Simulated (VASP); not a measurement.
LiF (Griceite):

```xyz
2
Lattice="0.0000 2.0140 2.0140 2.0140 0.0000 2.0140 2.0140 2.0140 0.0000" Properties=species:S:1:pos:R:3 pbc="T T T"
F     2.0140    2.0140    2.0140
Li    0.0000    0.0000    0.0000
```

Base run:

```yaml
Program: VASP 6.6.1
Functional: PBEsol
Potentials_or_basis: VASP PAW PBE potentials, release 64 (F, Li_sv)
Cutoff: 520 eV
k_mesh: 12 × 12 × 12
Occupations: gaussian, width 0.02 eV
Spin: no spin polarisation
```

Its results: band gap on the k mesh 8.92 eV, direct.

Problem. The run is repeated on the same cell with these changes: functional from PBEsol to LDA; potentials or basis from VASP PAW PBE potentials, release 64 (F, Li_sv) to VASP PAW LDA potentials, release 64 (F, Li_sv). What comes out?

Solution. Band gap on the k mesh 8.83 eV, direct.

Not every run made on this cell is shown here.
